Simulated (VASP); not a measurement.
# MnS (R-3m) in VASP: further runs

One crystal, MnS, is run at these levels: PBE; tasks: single point.

All numbers are computed with VASP 6.6.1; they aren't measurements. Logs are shortened: lines on timing, memory, paths and dates and some standing lists are left out, and cuts for length are marked.

### 1 The structure

Symmetry: R-3m, No. 166, trigonal system. The conventional cell has a = 3.660 Å, b = 3.660 Å, c = 8.913 Å, α = 90.00°, β = 90.00°, γ = 120.00°. Mn (site symmetry -3m) is surrounded by 6 S at 2.58 Å. S (site symmetry -3m) has 6 Mn at 2.58 Å as nearest neighbours.

The cell is a database's computed one.

### 2 Single point, PBE, collinear spin, ferromagnetic start

INCAR reads:

```
SYSTEM = MnS
ADDGRID = .False.
ALGO = Normal
EDIFF = 1E-6
ENCUT = 700
GGA = PE
ISIF = 2
ISMEAR = 0
ISPIN = 2
LASPH = .True.
LCHARG = .False.
LMAXMIX = 4
LORBIT = 11
LREAL = .False.
LWAVE = .False.
MAGMOM = 4 0
NELM = 100
PREC = Accurate
SIGMA = 0.05
```

KPOINTS reads:

```
k-points
0
Gamma
  4 4 4
  0 0 0
```

POSCAR reads:

```
MnS
1.0
    1.8299960138      1.0565486912      2.9709202777
   -1.8299960138      1.0565486912      2.9709202777
    0.0000000000     -2.1130973823      2.9709202777
Mn S
1 1
Direct
   -0.0003430000      0.0039840000     -0.0109630000
    0.4802460000      0.5015880000      0.5288910000
```

Potentials or basis: VASP PAW PBE potentials, release 64 (Mn_pv, S_h).

Command:

```
$ cat potpaw_PBE.64/Mn_pv/POTCAR potpaw_PBE.64/S_h/POTCAR > POTCAR
$ mpirun -np 1 vasp_std > vasp.out
```

OUTCAR:

```text
SYSTEM = MnS
   EDIFF = 1E-6
   ENCUT = 700
   GGA = PE
   ISIF = 2
   ISMEAR = 0
   ISPIN = 2
   LASPH = .True.
   LORBIT = 11
   LREAL = .False.
   NELM = 100
   PREC = Accurate

 Found     36 irreducible k-points:

 Following reciprocal coordinates:
            Coordinates               Weight
  0.000000  0.000000  0.000000      1.000000
  0.250000  0.000000  0.000000      2.000000
  0.000000  0.250000  0.000000      2.000000
 -0.000000 -0.000000  0.250000      2.000000
  0.500000  0.000000  0.000000      1.000000
  0.000000  0.500000  0.000000      1.000000
   k-points           NKPTS =     36   k-points in BZ     NKDIM =     36   number of bands    NBANDS=     15
   number of dos      NEDOS =    301   number of ions     NIONS =      2
   total plane-waves  NPLWV =  32768
   dimension x,y,z NGX =    32 NGY =   32 NGZ =   32
   dimension x,y,z NGXF=    64 NGYF=   64 NGZF=   64
   ions per type =               1   1
   NGX,Y,Z   is equivalent  to a cutoff of  14.59, 14.59, 14.59 a.u.
   NGXF,Y,Z  is equivalent  to a cutoff of  29.18, 29.18, 29.18 a.u.
 SYSTEM =  MnS
   PREC   = accura    normal or accurate (medium, high low for compatibility)
   ISTART =      0    job   : 0-new  1-cont  2-samecut
   ICHARG =      2    charge: 1-file 2-atom 10-const
   ISPIN  =      2    spin polarized calculation?
   LNONCOLLINEAR =      F non collinear calculations
   LSORBIT =      F    spin-orbit coupling
   LASPH  =      T    aspherical Exc in radial PAW
   ENCUT  =  700.0 eV  51.45 Ry    7.17 a.u.   7.86  7.86  7.86*2*pi/ulx,y,z
   NELM   =    100;   NELMIN=  2; NELMDL= -5     # of ELM steps
   EDIFF  = 0.1E-05   stopping-criterion for ELM
   LREAL  =      F    real-space projection
   EDIFFG = 0.1E-04   stopping-criterion for IOM
   NSW    =      0    number of steps for IOM
   IBRION =     -1    ionic relax: 0-MD 1-quasi-New 2-CG
   NFREE  =      0    steps in history (QN), initial steepest desc. (CG)
   ISIF   =      2    stress and relaxation
   ISYM   =      2    0-nonsym 1-usesym 2-fastsym
   POTIM  = 0.5000    time-step for ionic-motion
   TEBEG  =    0.0;   TEEND  =   0.0 temperature during run
   PSTRESS=    0.0 pullay stress
   NELECT =      19.0000    total number of electrons
   NUPDOWN=      -1.0000    fix difference up-down
   EMIN   =  10.00;   EMAX   =-10.00  energy-range for DOS
   EFERMI =   0.00;   METHOD = LEGACY
   ISMEAR =     0;   SIGMA  =   0.05  broadening in eV -4-tet -1-fermi 0-gaus
   EFERMI_NEDOS =   21; number of points for ismear=-14 and -15
   IALGO  =     38    algorithm
   IMIX   =      4    mixing-type and parameters
     AMIX     =   0.40;   BMIX     =  1.00
     AMIX_MAG =   1.60;   BMIX_MAG =  1.00
  volume/ion in A,a.u.               =      17.23       116.29
  Fermi-wavevector in a.u.,A,eV,Ry     =   1.342349  2.536672 24.516344  1.801900
  Thomas-Fermi vector in A             =   2.470510
   LORBIT       =     11    0 simple, 1 ext, 2 COOP (PROOUT), +10 PAW based schemes
   GGA     = PE    functional components
   LHFCALC =     F    Hartree Fock is set to
   AEXX    =    0.0000 exact exchange contribution
   IVDW    =     0    specifies the selected vdW correction
   LEPSILON=     F    determine dielectric tensor
   LRPA    =     F    only Hartree local field effects (RPA)
 spin polarized calculation
[... 34 lines left out ...]
      7       3.9366      1.00000
      8       3.9959      1.00000
      9       4.0419      1.00000
     10       5.4284      1.00000
     11       5.4529      1.00000
     12       5.5112      1.00000
     13       9.1692      0.00000
     14      15.7452      0.00000
[... 77 lines left out ...]
      2     -43.2798      1.00000
      3     -43.2506      1.00000
      4      -6.1217      1.00000
      5       0.0515      1.00000
      6       2.3603      1.00000
      7       2.3922      1.00000
      8       4.5151      1.00000
      9       4.5574      1.00000
     10       4.9199      1.00000
     11       7.6785      0.00000
     12       7.7434      0.00000
     13      10.2240      0.00000
     14      12.7174      0.00000
     15      12.7632      0.00000

 [... further k-points ...]

 spin component 2

 k-point     1 :       0.0000    0.0000    0.0000
  band No.  band energies     occupation
      1     -38.9948      1.00000
      2     -38.9908      1.00000
      3     -38.9839      1.00000
      4      -7.2919      1.00000
      5       5.3394      1.00000
      6       5.3915      1.00000
      7       5.4134      1.00000
      8       7.4406      0.86345
      9       7.4628      0.68073
     10       7.5535      0.01800
     11       7.5882      0.00104
     12       7.6639      0.00000
     13      10.0922      0.00000
     14      16.6257      0.00000
[... 77 lines left out ...]
      2     -38.9927      1.00000
      3     -38.9913      1.00000
      4      -5.9783      1.00000
      5       0.6597      1.00000
      6       3.7359      1.00000
      7       3.7728      1.00000
      8       8.4212      0.00000
      9       8.4390      0.00000
     10       8.6164      0.00000
     11      10.0069      0.00000
     12      10.3672      0.00000
     13      10.9667      0.00000
     14      13.5108      0.00000
     15      13.5670      0.00000

 [... further k-points ...]

------------------------ aborting loop because EDIFF is reached ----------------------------------------

  FORCE on cell =-STRESS in cart. coord.  units (eV):
  Direction    XX          YY          ZZ          XY          YZ          ZX
  --------------------------------------------------------------------------------------
  -------------------------------------------------------------------------------------
  Total       -0.8173541     -1.0417180     -0.8242106      0.0256267      0.0276652     -0.0829024
  in kB      -37.9960888    -48.4260251    -38.3148258      1.1913029      1.2860630     -3.8538596
  external PRESSURE =     -41.5789799 kB  Pullay stress =       0.0000000 kB

 VOLUME and BASIS-vectors are now :
 -----------------------------------------------------------------------------
  energy-cutoff  :      700.00
  volume of cell :       34.47
      direct lattice vectors                 reciprocal lattice vectors
     1.829996014  1.056548691  2.970920278     0.273224639  0.157746319  0.112198680
    -1.829996014  1.056548691  2.970920278    -0.273224639  0.157746319  0.112198680
     0.000000000 -2.113097382  2.970920278     0.000000000 -0.315492638  0.112198680

 POSITION                                       TOTAL-FORCE (eV/Angst)
 -----------------------------------------------------------------------------------
      1.82208     -1.02954      5.92009        -0.119438     -0.330928      0.172592
     -0.03906     -0.08024      4.48824         0.119438      0.330928     -0.172592
 -----------------------------------------------------------------------------------
    total drift:                                0.000086      0.000149      0.000037

  FREE ENERGIE OF THE ION-ELECTRON SYSTEM (eV)
  ---------------------------------------------------
  free  energy   TOTEN  =       -14.0556590667 eV

  energy  without entropy=      -14.0516624314  energy(sigma->0) =      -14.05366075

 total charge

# of ion       s       p       d       tot
------------------------------------------
    1        0.217   6.169   4.964  11.350
    2        0.812   1.286   0.000   2.097
--------------------------------------------------
tot          1.029   7.455   4.964  13.448

 magnetization (x)

# of ion       s       p       d       tot
------------------------------------------
    1        0.048   0.038   3.949   4.035
    2        0.018   0.024   0.000   0.042
--------------------------------------------------
tot          0.066   0.062   3.949   4.077
```

It took 50 s on 1 thread of Intel Xeon Platinum 8488C (Sapphire Rapids), shared host; peak memory 0.22 GiB.

These settings aren't checked as converged: the numbers below hold their error.

Results:

| Property | Result |
| --- | --- |
| Free energy | -14.0557 eV |
| Pressure | -4.2 GPa |
| Largest force | 0.392 eV/Å |
| Band gap on the k mesh | none (metal or under the smearing width) |
| Net moment | 4.38 μB per cell |
| Site moments | Mn +4.04; S +0.04 μB |
| Valence electrons inside the program's atomic spheres | Mn 11.35; S 2.10 |

Caveat: the k mesh is coarse (spacing up to 0.53 Å⁻¹), so the values aren't converged; a cell with one magnetic atom can't hold antiferromagnetic order, which such compounds often take; semilocal functionals often make such compounds metallic where correlation or magnetic order opens a gap, which also shifts bond lengths.

(Continued in part 2 of 2.)
